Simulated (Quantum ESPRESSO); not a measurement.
# InSe (R3m) in Quantum ESPRESSO: reference runs

How does InSe come out in PBEsol? The cell is run as given.

Program: Quantum ESPRESSO 7.5. These are calculated values, not measurements. Logs are shortened: lines on timing, memory, paths and dates and some standing lists are left out, and cuts for length are marked.

**Measured values to compare with.**

“The Interaction of Hydrogen with the van der Waals Crystal γ-InSe”, 2020, pmc:7321205 reports, for a bulk crystal of InSe at 300 K: band gap 1.25 eV.

The results are compared with them further down.

## 1. The structure

The structure is trigonal, space group R3m (No. 160). The conventional cell has a = 4.000 Å, b = 4.000 Å, c = 25.320 Å, α = 90.00°, β = 90.00°, γ = 120.00°. In (site symmetry 3m) has 3 Se at 2.63 Å and 1 In at 2.82 Å as nearest neighbours. In (site symmetry 3m) is surrounded by 3 Se at 2.64 Å and 1 In at 2.82 Å. Se (site symmetry 3m) is surrounded by 3 In at 2.63 Å. Se (site symmetry 3m) is surrounded by 3 In at 2.64 Å.

## 2. Single point, PBEsol

Input file pw.in:

```
&CONTROL
  calculation = 'scf'
  prefix = 'pwscf'
  outdir = './tmp'
  pseudo_dir = './pseudo'
  tprnfor = .true.
  tstress = .true.
  disk_io = 'low'
/
&SYSTEM
  ibrav = 0
  celldm(1) = 8
  nat = 4
  ntyp = 2
  ecutwfc = 56
  ecutrho = 448
  nbnd = 27
  occupations = 'smearing'
  smearing = 'fd'
  degauss = 0.00367493
/
&ELECTRONS
  conv_thr = 8d-10
  electron_maxstep = 120
  mixing_beta = 0.5
/
ATOMIC_SPECIES
In   114.8180 in_pbesol_v1.4.uspp.F.UPF
Se    78.9710 se_pbesol_v1.uspp.F.UPF
CELL_PARAMETERS alat
  0.4724315311564   0.2727584716917   1.9936610614802
 -0.4724315311564   0.2727584716917   1.9936610614802
  0.0000000000000  -0.5455169433835   1.9936610614802
ATOMIC_POSITIONS crystal
In     0.8886000000    0.8886000000    0.8886000000
In     0.0000000000    0.0000000000    0.0000000000
Se     0.1719000000    0.1719000000    0.1719000000
Se     0.3835000000    0.3835000000    0.3835000000
K_POINTS automatic
8 8 8 0 0 0
```

Input file pp_density.in:

```
&INPUTPP
  prefix = 'pwscf'
  outdir = './tmp'
  filplot = 'density.dat'
  plot_num = 0
/
&PLOT
  nfile = 1
  filepp(1) = 'density.dat'
  iflag = 3
  output_format = 6
  fileout = 'density.cube'
/
```

Input file pp_potential.in:

```
&INPUTPP
  prefix = 'pwscf'
  outdir = './tmp'
  filplot = 'potential.dat'
  plot_num = 11
/
&PLOT
  nfile = 1
  filepp(1) = 'potential.dat'
  iflag = 3
  output_format = 6
  fileout = 'potential.cube'
/
```

Potentials or basis: GBRV 1.5 PBEsol.

Started as:

```
> OMP_NUM_THREADS=1 mpirun -n 2 pw.x -nk 2 -in pw.in > pw.out
> OMP_NUM_THREADS=1 mpirun -n 1 pp.x -in pp_density.in > pp_density.out
> OMP_NUM_THREADS=1 mpirun -n 1 pp.x -in pp_potential.in > pp_potential.out
```

pw.out:

```text
This program is part of the open-source Quantum ESPRESSO suite
     for quantum simulation of materials; please cite
[... 13 lines left out ...]
     --------------------
     sticks:   dense  smooth     PW     G-vecs:    dense   smooth      PW
     Sum        4345    2163    661               126551    44601    7633

     Using Slab Decomposition

     bravais-lattice index     =            0
     lattice parameter (alat)  =       8.0000  a.u.
     unit-cell volume          =     789.2047 (a.u.)^3
     number of atoms/cell      =            4
     number of atomic types    =            2
     number of electrons       =        38.00
     number of Kohn-Sham states=           27
     kinetic-energy cutoff     =      56.0000  Ry
     charge density cutoff     =     448.0000  Ry
     scf convergence threshold =      8.0E-10
     mixing beta               =       0.5000
     number of iterations used =            8  plain     mixing
     Exchange-correlation= SLA  PW   PSX  PSC
                           (   1   4  10   8   0   0   0)

     celldm(1)=   8.000000  celldm(2)=   0.000000  celldm(3)=   0.000000
     celldm(4)=   0.000000  celldm(5)=   0.000000  celldm(6)=   0.000000

     crystal axes: (cart. coord. in units of alat)
               a(1) = (   0.472432   0.272758   1.993661 )
               a(2) = (  -0.472432   0.272758   1.993661 )
               a(3) = (   0.000000  -0.545517   1.993661 )

     reciprocal axes: (cart. coord. in units 2 pi/alat)
               b(1) = (  1.058354  0.611041  0.167197 )
               b(2) = ( -1.058354  0.611041  0.167197 )
               b(3) = (  0.000000 -1.222082  0.167197 )

     PseudoPot. # 1 for In read from file:
     in_pbesol_v1.4.uspp.F.UPF
     Pseudo is Ultrasoft + core correction, Zval = 13.0
     Generated by new atomic code, or converted to UPF format
     Using radial grid of  889 points,  6 beta functions with:
                l(1) =   0
                l(2) =   0
                l(3) =   1
                l(4) =   1
                l(5) =   2
                l(6) =   2
     Q(r) pseudized with  6 coefficients,  rinner =    1.400   1.400   1.400
                                                       1.400   1.400

     PseudoPot. # 2 for Se read from file:
     se_pbesol_v1.uspp.F.UPF
     Pseudo is Ultrasoft + core correction, Zval =  6.0
     Generated by new atomic code, or converted to UPF format
     Using radial grid of  877 points,  6 beta functions with:
                l(1) =   0
                l(2) =   0
                l(3) =   1
                l(4) =   1
                l(5) =   2
                l(6) =   2
     Q(r) pseudized with  8 coefficients,  rinner =    1.300   1.300   1.300
                                                       1.300   1.300

     atomic species   valence    mass     pseudopotential
     In               13.00   114.81800     In( 1.00)
     Se                6.00    78.97100     Se( 1.00)

      6 Sym. Ops. (no inversion) found

   Cartesian axes

     site n.     atom                  positions (alat units)
         1        In     tau(   1) = (   0.0000000  -0.0000000   5.3147017  )
         2        In     tau(   2) = (   0.0000000   0.0000000   0.0000000  )
         3        Se     tau(   3) = (  -0.0000000  -0.0000000   1.0281310  )
         4        Se     tau(   4) = (  -0.0000000  -0.0000000   2.2937071  )

     number of k points=    65  Fermi-Dirac smearing, width (Ry)=  0.0037
                       cart. coord. in units 2pi/alat
        k(    1) = (   0.0000000   0.0000000   0.0000000), wk =   0.0039062
        k(    2) = (   0.0000000  -0.1527603   0.0208996), wk =   0.0234375
        k(    3) = (   0.0000000  -0.3055206   0.0417991), wk =   0.0234375
        k(    4) = (   0.0000000  -0.4582809   0.0626987), wk =   0.0234375
        k(    5) = (   0.0000000   0.6110412  -0.0835983), wk =   0.0117188
        k(    6) = (  -0.1322943  -0.0763802   0.0417991), wk =   0.0234375
[... 57 lines left out ...]
        k(   64) = (   0.9260601   0.3819008  -0.0835983), wk =   0.0234375
        k(   65) = (   0.0000000   0.0000000  -0.2507949), wk =   0.0039062

     Dense  grid:   126551 G-vectors     FFT dimensions: ( 120, 120, 120)

     Smooth grid:    44601 G-vectors     FFT dimensions: (  80,  80,  80)

     Initial potential from superposition of free atoms

     starting charge      34.9999, renormalised to      38.0000
     Starting wfcs are   26 randomized atomic wfcs +    1 random wfcs

     Self-consistent Calculation

     iteration #  1     ecut=    56.00 Ry     beta= 0.50
     Davidson diagonalization with overlap
     ethr =  1.00E-02,  avg # of iterations =  5.6

     total energy              =    -351.80194495 Ry
     estimated scf accuracy    <       4.18995838 Ry

     iteration #  2     ecut=    56.00 Ry     beta= 0.50
     Davidson diagonalization with overlap
     ethr =  1.00E-02,  avg # of iterations =  2.0
[... 57 lines left out ...]
     total energy              =    -353.12512255 Ry
     estimated scf accuracy    <          2.1E-09 Ry

     iteration # 11     ecut=    56.00 Ry     beta= 0.50
     Davidson diagonalization with overlap
     ethr =  5.64E-12,  avg # of iterations =  3.3

     End of self-consistent calculation

          k = 0.0000 0.0000 0.0000 (  5551 PWs)   bands (ev):

    -8.5506  -8.3768  -8.3768  -8.3028  -8.3028  -8.2794  -8.2794  -8.1214
    -8.1136  -8.1136  -7.4158  -7.0060  -0.1629   2.7018   4.6225   4.8665
     4.8665   4.9589   4.9589   7.7895   8.1605  10.5245  10.5245  11.2781
    11.6020  11.6020  13.5801

          k = 0.0000-0.1528 0.0209 (  5575 PWs)   bands (ev):

    -8.5582  -8.4357  -8.3771  -8.3732  -8.2915  -8.2838  -8.2723  -8.1504
    -8.1148  -8.0561  -7.2329  -6.8561  -0.0495   2.4262   3.8482   4.4729
     4.6666   4.7915   5.0455   8.1451   8.8565   9.8077  10.6801  10.9248
    11.6281  11.9525  13.2201
[... 274 lines left out ...]
          k = 0.6615 0.0764-0.1045 (  5621 PWs)   bands (ev):

    -8.7249  -8.6441  -8.4768  -8.3903  -8.2841  -8.2403  -8.2365  -8.1592
    -8.1366  -7.9527  -5.9180  -5.8687  -0.1168   0.5656   2.2350   2.6624
     3.5386   3.9195   4.4537   7.8907   8.4222   9.6350  10.5549  11.4153
    12.1934  13.1902  13.8118

          k = 0.6615-0.0764-0.0836 (  5618 PWs)   bands (ev):

    -8.7279  -8.6409  -8.4771  -8.3901  -8.2841  -8.2403  -8.2366  -8.1586
    -8.1370  -7.9526  -5.9487  -5.8377  -0.1285   0.5996   2.3415   2.5269
     3.3044   4.0428   4.5875   8.1507   8.4264   9.3246  10.4685  11.4550
    12.1569  13.0450  14.1316

          k = 0.5292 0.3055-0.1045 (  5592 PWs)   bands (ev):

    -8.7236  -8.6384  -8.4787  -8.3696  -8.3084  -8.2266  -8.2121  -8.1822
    -8.1189  -7.9550  -6.0632  -5.9969  -0.2494   0.3713   2.8588   3.5873
     3.6720   4.0913   4.5910   7.3927   7.9584   9.4248   9.8024  10.5897
    12.9342  13.2188  13.8199
[... 141 lines left out ...]
          k = 0.0000 0.0000-0.2508 (  5570 PWs)   bands (ev):

    -8.5502  -8.3770  -8.3770  -8.3027  -8.3027  -8.2795  -8.2795  -8.1330
    -8.1134  -8.1134  -7.2632  -7.1638   0.1888   1.8029   4.7967   4.7967
     5.0353   5.0353   6.1731   6.4966   8.2213  10.4399  10.4399  11.7287
    11.7287  11.7691  14.0478

     the Fermi energy is     6.3478 ev

!    total energy              =    -353.12512255 Ry
     estimated scf accuracy    <          1.7E-10 Ry
     smearing contrib. (-TS)   =      -0.00000672 Ry
     internal energy E=F+TS    =    -353.12511583 Ry

     The total energy is F=E-TS. E is the sum of the following terms:
     one-electron contribution =    -138.31369157 Ry
     hartree contribution      =      93.56563731 Ry
     xc contribution           =    -133.59874531 Ry
     ewald contribution        =    -174.77831626 Ry

     convergence has been achieved in  11 iterations

     Forces acting on atoms (cartesian axes, Ry/au):

     atom    1 type  1   force =    -0.00000000   -0.00000000    0.01185787
     atom    2 type  1   force =     0.00000000   -0.00000000   -0.01116239
     atom    3 type  2   force =     0.00000000    0.00000000   -0.00335928
     atom    4 type  2   force =    -0.00000000   -0.00000000    0.00266380

     Total force =     0.016840     Total SCF correction =     0.000105

     Computing stress (Cartesian axis) and pressure

          total   stress  (Ry/bohr**3)                   (kbar)     P=        0.16
   0.00002323   0.00000000   0.00000000            3.42        0.00        0.00
   0.00000000   0.00002323   0.00000000            0.00        3.42        0.00
  -0.00000000   0.00000000  -0.00004329           -0.00        0.00       -6.37

=------------------------------------------------------------------------------=
   JOB DONE.
=------------------------------------------------------------------------------=
```

Run time: 6.2 min. Hardware: 2 MPI ranks of Arm Neoverse V1, shared host; peak memory 1 GiB.

What came out:

```yaml
Free_energy: -4804.5121 eV
Pressure: 0.0 GPa
Largest_force: 0.305 eV/Å
Band_gap_on_the_k_mesh: 0.32 eV, direct
```

Forces on the atoms (eV/Å):
```
In   0.000  0.000  0.305
In   0.000  0.000 -0.287
Se   0.000  0.000 -0.086
Se   0.000  0.000  0.068
```

Caveat: spin-orbit coupling is left out, which moves the levels of the heavy elements.

## 3. Comparison with measurements

Step 2. Measured gap of InSe: 1.25 eV (300 K; “The Interaction of Hydrogen with the van der Waals Crystal γ-InSe”, 2020, pmc:7321205). This calculation gives 0.32 eV (-0.93 eV). Spin-orbit coupling on In, Se is left out. The value is that of PBEsol on a finite k mesh, which can miss the band edges, without temperature or zero-point motion. Semilocal functionals fall short of measured gaps as a rule.
